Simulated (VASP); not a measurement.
# Ni (Fm-3m) in VASP: notebook

The runs below take Ni through relaxation of cell and atoms, vibrations by finite differences, with LDA.

All numbers are computed with VASP 6.6.1; they aren't measurements. Logs are shortened: lines on timing, memory, paths and dates and some standing lists are left out, and cuts for length are marked.

**1. Starting point**

Symmetry: Fm-3m, No. 225, cubic system. The conventional cell has a = 3.524 Å, b = 3.524 Å, c = 3.524 Å, α = 90.00°, β = 90.00°, γ = 90.00°. Ni (site symmetry m-3m) is surrounded by 12 Ni at 2.49 Å.

**2. Relaxation of cell and atoms, LDA, collinear spin, ferromagnetic start**

File INCAR:

```
SYSTEM = Ni
  PREC = Accurate
  ENCUT = 520
  EDIFF = 1E-7
  ISMEAR = 0
  SIGMA = 0.1
  LREAL = .FALSE.
  LASPH = .TRUE.
  NELM = 150
  ALGO = Fast
  ISIF = 3
  LWAVE = .FALSE.
  LCHARG = .FALSE.
  ISPIN = 2
  MAGMOM = 0.8
  LORBIT = 11
  LMAXMIX = 4
  IBRION = 2
  NSW = 80
  EDIFFG = -0.002
```

File KPOINTS:

```
Automatic mesh
0
G
  20 20 20
  0 0 0
```

File POSCAR:

```
Ni
1.0
    0.0000000000      1.7619350000      1.7619350000
    1.7619350000      0.0000000000      1.7619350000
    1.7619350000      1.7619350000      0.0000000000
Ni
1
Direct
    0.0000000000      0.0000000000      0.0000000000
```

Potentials or basis: VASP PAW LDA potentials, release 64 (Ni).

Launch:

```
> cat potpaw_LDA.64/Ni/POTCAR > POTCAR
> mpirun -np 1 vasp_std > vasp.out
```

OUTCAR:

```text
SYSTEM = Ni
   PREC = Accurate
   ENCUT = 520
   EDIFF = 1E-7
   ISMEAR = 0
   LREAL = .FALSE.
   LASPH = .TRUE.
   NELM = 150
   ISIF = 3
   ISPIN = 2
   LORBIT = 11
   IBRION = 2
   NSW = 80
   EDIFFG = -0.002

 ion  position               nearest neighbor table
   1  0.000  0.000  0.000-

  LATTYP: Found a face centered cubic cell.
 ALAT       =     3.5238700000

  Lattice vectors:

 A1 = (   0.0000000000,   1.7619350000,   1.7619350000)
 A2 = (   1.7619350000,   0.0000000000,   1.7619350000)
 A3 = (   1.7619350000,   1.7619350000,   0.0000000000)

Analysis of symmetry for initial positions (statically):
=====================================================================
 Subroutine PRICEL returns:
 Original cell was already a primitive cell.

 Routine SETGRP: Setting up the symmetry group for a
 face centered cubic supercell.

 Subroutine GETGRP returns: Found 48 space group operations
 (whereof 48 operations were pure point group operations)
 out of a pool of 48 trial point group operations.

The static configuration has the point symmetry O_h .

Analysis of symmetry for dynamics (positions and initial velocities):
=====================================================================
 Subroutine PRICEL returns:
 Original cell was already a primitive cell.

 Routine SETGRP: Setting up the symmetry group for a
 face centered cubic supercell.

 Subroutine GETGRP returns: Found 48 space group operations
 (whereof 48 operations were pure point group operations)
 out of a pool of 48 trial point group operations.

The dynamic configuration has the point symmetry O_h .

Analysis of structural, dynamic, and magnetic symmetry:
=====================================================================
 Subroutine PRICEL returns:
 Original cell was already a primitive cell.

 Routine SETGRP: Setting up the symmetry group for a
 face centered cubic supercell.

 Subroutine GETGRP returns: Found 48 space group operations
 (whereof 48 operations were pure point group operations)
 out of a pool of 48 trial point group operations.

The overall configuration has the point symmetry O_h .

 Subroutine INISYM returns: Found 48 space group operations
 (whereof 48 operations are pure point group operations),
 and found     1 'primitive' translations

----------------------------------------------------------------------------------------

                                     Primitive cell

  volume of cell :      10.9396

  direct lattice vectors                    reciprocal lattice vectors
     0.000000000  1.761935000  1.761935000    -0.283778914  0.283778914  0.283778914
     1.761935000  0.000000000  1.761935000     0.283778914 -0.283778914  0.283778914
     1.761935000  1.761935000  0.000000000     0.283778914  0.283778914 -0.283778914

  length of vectors
     2.491752373  2.491752373  2.491752373     0.491519496  0.491519496  0.491519496

  position of ions in fractional coordinates (direct lattice)
     0.000000000  0.000000000  0.000000000

  ion indices of the primitive-cell ions
   primitive index   ion index
                 1           1

----------------------------------------------------------------------------------------

 KPOINTS: Automatic mesh

Automatic generation of k-mesh.
 Grid dimensions read from file:
 generate k-points for:   20   20   20

 Generating k-lattice:

  Cartesian coordinates                     Fractional coordinates (reciprocal lattice)
    -0.014188946  0.014188946  0.014188946     0.050000000  0.000000000  0.000000000
     0.014188946 -0.014188946  0.014188946     0.000000000  0.050000000  0.000000000
     0.014188946  0.014188946 -0.014188946     0.000000000  0.000000000  0.050000000

  Length of vectors
     0.024575975  0.024575975  0.024575975

  Shift w.r.t. Gamma in fractional coordinates (k-lattice)
     0.000000000  0.000000000  0.000000000

 Subroutine IBZKPT returns following result:
 ===========================================

 Found    256 irreducible k-points:

 Following reciprocal coordinates:
            Coordinates               Weight
  0.000000  0.000000  0.000000      1.000000
  0.050000  0.000000  0.000000      8.000000
  0.100000  0.000000  0.000000      8.000000
  0.150000  0.000000  0.000000      8.000000
  0.200000  0.000000  0.000000      8.000000
  0.250000  0.000000  0.000000      8.000000
[... 16 lines left out ...]
 -0.400000  0.050000  0.000000     24.000000
 -0.350000  0.050000  0.000000     24.000000
 [... further k-points ...]
   k-points           NKPTS =    256   k-points in BZ     NKDIM =    256   number of bands    NBANDS=      9
   number of dos      NEDOS =    301   number of ions     NIONS =      1
   total plane-waves  NPLWV =   8000
   dimension x,y,z NGX =    20 NGY =   20 NGZ =   20
   dimension x,y,z NGXF=    40 NGYF=   40 NGZF=   40
   ions per type =               1
   NGX,Y,Z   is equivalent  to a cutoff of  13.34, 13.34, 13.34 a.u.
   NGXF,Y,Z  is equivalent  to a cutoff of  26.69, 26.69, 26.69 a.u.
 SYSTEM =  Ni
   PREC   = accura    normal or accurate (medium, high low for compatibility)
   ISTART =      0    job   : 0-new  1-cont  2-samecut
   ICHARG =      2    charge: 1-file 2-atom 10-const
   ISPIN  =      2    spin polarized calculation?
   LNONCOLLINEAR =      F non collinear calculations
   LSORBIT =      F    spin-orbit coupling
   LASPH  =      T    aspherical Exc in radial PAW
   ENCUT  =  520.0 eV  38.22 Ry    6.18 a.u.   4.63  4.63  4.63*2*pi/ulx,y,z
   NELM   =    150;   NELMIN=  2; NELMDL= -5     # of ELM steps
   EDIFF  = 0.1E-06   stopping-criterion for ELM
   LREAL  =      F    real-space projection
   EDIFFG = -.2E-02   stopping-criterion for IOM
   NSW    =     80    number of steps for IOM
   IBRION =      2    ionic relax: 0-MD 1-quasi-New 2-CG
   NFREE  =      1    steps in history (QN), initial steepest desc. (CG)
   ISIF   =      3    stress and relaxation
   ISYM   =      2    0-nonsym 1-usesym 2-fastsym
   POTIM  = 0.5000    time-step for ionic-motion
   TEBEG  =    0.0;   TEEND  =   0.0 temperature during run
   PSTRESS=    0.0 pullay stress
   NELECT =      10.0000    total number of electrons
   NUPDOWN=      -1.0000    fix difference up-down
   EMIN   =  10.00;   EMAX   =-10.00  energy-range for DOS
   EFERMI =   0.00;   METHOD = LEGACY
   ISMEAR =     0;   SIGMA  =   0.10  broadening in eV -4-tet -1-fermi 0-gaus
   EFERMI_NEDOS =   21; number of points for ismear=-14 and -15
   IALGO  =     68    algorithm
   IMIX   =      4    mixing-type and parameters
     AMIX     =   0.40;   BMIX     =  1.00
     AMIX_MAG =   1.60;   BMIX_MAG =  1.00
  volume/ion in A,a.u.               =      10.94        73.82
  Fermi-wavevector in a.u.,A,eV,Ry     =   1.588821  3.002436 34.345893  2.524352
  Thomas-Fermi vector in A             =   2.687765
   LORBIT       =     11    0 simple, 1 ext, 2 COOP (PROOUT), +10 PAW based schemes
   GGA     = CA    functional components
   LHFCALC =     F    Hartree Fock is set to
   AEXX    =    0.0000 exact exchange contribution
   IVDW    =     0    specifies the selected vdW correction
   LEPSILON=     F    determine dielectric tensor
   LRPA    =     F    only Hartree local field effects (RPA)
 conjugate gradient relaxation of ions
 spin polarized calculation
 RMM-DIIS sequential band-by-band and
 Gauss-broadening in eV      SIGMA  =   0.10
  energy-cutoff  :      520.00
  volume of cell :       10.94
 maximum number of plane-waves:       306
   NGX =  9   NGY =  9   NGZ =  9

--------------------------------------- Ionic step        1  -------------------------------------------

 number of electron      10.0000010 magnetization       0.6123978

 Free energy of the ion-electron system (eV)
  ---------------------------------------------------
  ext. energy  EPLUGINS =         0.00000000
  ---------------------------------------------------
  free energy    TOTEN  =        -6.52845254 eV

  energy without entropy =       -6.51900654  energy(sigma->0) =       -6.52372954

 E-fermi :   8.9453     XC(G=0): -13.5801

 val. band max:        8.9451340405   @ k =   0.4000   0.0000   0.0000
 cond. band min:       8.9460747073   @ k =  -0.4500   0.4500   0.0000
 fundamental gap:      0.0009406668
 Fermi energy:         8.9452842211

 spin component 1

 k-point     1 :       0.0000    0.0000    0.0000
  band No.  band energies     occupation
      1       0.0024      1.00000
      2       6.6063      1.00000
      3       6.6063      1.00000
      4       6.6063      1.00000
      5       7.7493      1.00000
      6       7.7493      1.00000
      7      32.6882      0.00000
      8      36.3926      0.00000
      9      36.3926      0.00000

 k-point     2 :       0.0500    0.0000    0.0000
  band No.  band energies     occupation
      1       0.1000      1.00000
      2       6.5808      1.00000
      3       6.6284      1.00000
      4       6.6284      1.00000
      5       7.7398      1.00000
      6       7.7398      1.00000
      7      32.4054      0.00000
      8      35.0759      0.00000
      9      36.1689      0.00000
[... 718 lines left out ...]
 POSITION                                       TOTAL-FORCE (eV/Angst)
 -----------------------------------------------------------------------------------
      1.71192      1.71192      0.00000        -0.000000      0.000000     -0.000000
 -----------------------------------------------------------------------------------
    total drift:                               -0.000000     -0.000000      0.000000

  FREE ENERGIE OF THE ION-ELECTRON SYSTEM (eV)
  ---------------------------------------------------
  free  energy   TOTEN  =        -6.5832808029 eV

  energy  without entropy=       -6.5746375680  energy(sigma->0) =       -6.57895919

--------------------------------------- Ionic step        6  -------------------------------------------

 number of electron       9.9999993 magnetization       0.5998115

 Free energy of the ion-electron system (eV)
  ---------------------------------------------------
  ext. energy  EPLUGINS =         0.00000000
  ---------------------------------------------------
  free energy    TOTEN  =        -6.58328277 eV

  energy without entropy =       -6.57464085  energy(sigma->0) =       -6.57896181

 E-fermi :  10.2341     XC(G=0): -14.1013

 val. band max:       10.2315534752   @ k =   0.4500   0.1500   0.0500
 cond. band min:      10.2370243039   @ k =   0.5000   0.3500   0.1000
 fundamental gap:      0.0054708288
 Fermi energy:        10.2341402473

 spin component 1

 k-point     1 :       0.0000    0.0000    0.0000
  band No.  band energies     occupation
      1       0.6733      1.00000
      2       7.6649      1.00000
      3       7.6649      1.00000
      4       7.6649      1.00000
      5       8.9601      1.00000
      6       8.9601      1.00000
      7      34.6951      0.00000
      8      39.1005      0.00000
      9      39.1005      0.00000

 k-point     2 :       0.0500    0.0000    0.0000
  band No.  band energies     occupation
      1       0.7775      1.00000
      2       7.6352      1.00000
      3       7.6900      1.00000
      4       7.6900      1.00000
      5       8.9489      1.00000
      6       8.9489      1.00000
      7      34.4486      0.00000
      8      37.6974      0.00000
      9      38.8796      0.00000
[... 578 lines left out ...]
 POSITION                                       TOTAL-FORCE (eV/Angst)
 -----------------------------------------------------------------------------------
      0.00000      0.00000      0.00000         0.000000      0.000000      0.000000
 -----------------------------------------------------------------------------------
    total drift:                                0.000000      0.000000      0.000000

  FREE ENERGIE OF THE ION-ELECTRON SYSTEM (eV)
  ---------------------------------------------------
  free  energy   TOTEN  =        -6.5832827708 eV

  energy  without entropy=       -6.5746408547  energy(sigma->0) =       -6.57896181

 reached required accuracy - stopping structural energy minimisation

 total charge

# of ion       s       p       d       tot
------------------------------------------
    1        0.536   0.573   8.367   9.476

 magnetization (x)

# of ion       s       p       d       tot
------------------------------------------
    1       -0.005  -0.019   0.623   0.600
```

It took 85 s on 1 thread of Intel Xeon 6975P-C (Granite Rapids), shared host; peak memory 0.17 GiB.

Results:

* Free energy: -6.5833 eV
* Relaxed volume: 10.03 Å³/atom
* Relaxed cell: a = 2.421 Å, b = 2.421 Å, c = 2.421 Å, α = 60.00°, β = 60.00°, γ = 60.00°
* Space group after relaxing (to 0.05 Å): Fm-3m (No. 225)
* Energy gained by relaxing: 54.8 meV/atom
* Ionic steps: 6
* Pressure after relaxing: 0.0 GPa
* Band gap on the k mesh: none (metal or under the smearing width)
* Net moment: 0.60 μB per cell
* Site moments: Ni +0.60 μB
* Valence electrons inside the program's atomic spheres: Ni 9.48

The path:
| step | energy change (eV) | largest force (eV/Å) | pressure (GPa) | volume (Å³) |
| --- | --- | --- | --- | --- |
| 1 | 0.0000 | 0.0000 | -17.73 | 10.94 |
| 2 | 0.0207 | 0.0000 | 29.71 | 9.13 |
| 3 | -0.0548 | 0.0000 | -0.32 | 10.04 |
| 4 | -0.0548 | 0.0000 | 0.09 | 10.03 |
| 5 | -0.0548 | 0.0000 | -0.08 | 10.03 |
| 6 | -0.0548 | 0.0000 | 0.02 | 10.03 |

Final structure:
```xyz
1
Lattice="0.0000 1.7117 1.7117 1.7117 0.0000 1.7117 1.7117 1.7117 0.0000" Properties=species:S:1:pos:R:3 pbc="T T T"
Ni    0.0000    0.0000    0.0000
```

LDA usually gives volumes a few per cent too small. Zero-point motion and thermal expansion aren't in these numbers.

**3. Relaxation of cell and atoms, LDA, collinear spin, ferromagnetic start**

This run uses another cell than the first one, of 10.03 Å³/atom, 0.917 times its volume.

INCAR is that of step 2.

KPOINTS is that of step 2.

File POSCAR:

```
Ni                                      
1.0
   -0.0000000000      1.7117146087      1.7117146087
    1.7117146087     -0.0000000000      1.7117146087
    1.7117146087      1.7117146087      0.0000000000
  Ni            
     1
Direct
     0.0000000000000000    0.0000000000000000    0.0000000000000000
```

Potentials or basis: VASP PAW LDA potentials, release 64 (Ni).

Launch:

```
> cat potpaw_LDA.64/Ni/POTCAR > POTCAR
> mpirun -np 1 vasp_std > vasp.out
```

Run time: 18 s. Hardware: 1 thread of Intel Xeon 6975P-C (Granite Rapids), shared host; peak memory 0.15 GiB.

Results (log left out):

* Free energy: -6.5831 eV
* Pressure after relaxing: 0.0 GPa
* Band gap on the k mesh: none (metal or under the smearing width)
* Net moment: 0.60 μB per cell
* Site moments: Ni +0.60 μB
* Valence electrons inside the program's atomic spheres: Ni 9.48

Final structure:
```
Ni
1.0
     0.00000    1.71171    1.71171
     1.71171    0.00000    1.71171
     1.71171    1.71171    0.00000
Ni
1
Direct
  0.00000 0.00000 0.00000
```

Levels at points of the mesh, in eV from the Fermi level:
Spin up:
```
           k point  band 2  band 3  band 4  band 5  band 6  band 7  band 8  band 9
(0.00, 0.00, 0.00)   -2.57   -2.57   -2.57   -1.27   -1.27   24.46   28.87   28.87
(0.50, 0.00, 0.00)   -2.58   -2.58   -0.49   -0.49   -0.41    6.32   22.94   26.00
(0.50, 0.50, 0.00)   -4.58   -0.46   -0.31   -0.31    2.51   10.03   15.54   15.54
```
Spin down:
| k point | band 1 | band 2 | band 3 | band 4 | band 5 | band 6 | band 7 | band 8 | band 9 |
| --- | --- | --- | --- | --- | --- | --- | --- | --- | --- |
| (0.00, 0.00, 0.00) | -9.51 | -1.96 | -1.96 | -1.96 | -0.71 | -0.71 | 24.45 | 28.92 | 28.92 |
| (0.50, 0.00, 0.00) | -4.88 | -2.03 | -2.03 | -0.37 | 0.16 | 0.16 | 6.71 | 22.92 | 26.12 |
| (0.50, 0.50, 0.00) | -4.77 | -4.08 | 0.13 | 0.39 | 0.39 | 2.56 | 10.32 | 15.62 | 15.62 |

Caveat: the relaxation stopped at its first step, so nothing moved.

**4. Vibrations by finite differences, LDA, collinear spin, ferromagnetic start**

This run uses another cell than the first one, of 10.03 Å³/atom, 0.917 times its volume.

INCAR, as its differences from that of step 3:

```diff
@@ -3,3 +3,3 @@
   ENCUT = 520
-  EDIFF = 1E-7
+  EDIFF = 1E-8
   ISMEAR = 0
@@ -17,4 +17,6 @@
   LMAXMIX = 4
-  IBRION = 2
-  NSW = 80
-  EDIFFG = -0.002
+  NBANDS = 15
+  IBRION = 6
+  NFREE = 2
+  POTIM = 0.015
+  NSW = 1
```

KPOINTS is that of step 3.

File POSCAR:

```
Ni                                      
1.0
    0.0000000000      1.7117146087      1.7117146087
    1.7117146087      0.0000000000      1.7117146087
    1.7117146087      1.7117146087      0.0000000000
  Ni            
     1
Direct
     0.0000000000000000    0.0000000000000000    0.0000000000000000
```

Launch:

```
> cat potpaw_LDA.64/Ni/POTCAR > POTCAR
> mpirun -np 1 vasp_std > vasp.out
```

It took 26 min on 1 thread of Intel Xeon 6975P-C (Granite Rapids), shared host; peak memory 1 GiB.

Results (log left out):

```yaml
Net_moment: 0.60 μB per cell
Site_moments: Ni +0.60 μB
Valence_electrons_inside_the_program's_atomic_spheres: Ni 9.48
Elastic_constants_C11_C12_C44: 347, 206, 159 GPa
Voigt_bulk_modulus: 253 GPa
```

Elastic tensor in Voigt notation (GPa, in the Cartesian axes of the cell as first typed):
```
347 206 206   0   0   0
206 347 206   0   0   0
206 206 347   0   0   0
  0   0   0 159   0   0
  0   0   0   0 159   0
  0   0   0   0   0 159
```

Clamped-ion elastic tensor (GPa):
```
347 206 206   0   0   0
206 347 206   0   0   0
206 206 347   0   0   0
  0   0   0 159   0   0
  0   0   0   0 159   0
  0   0   0   0   0 159
```

Caveat: elastic constants of metals need much finer meshes, so these are rough.
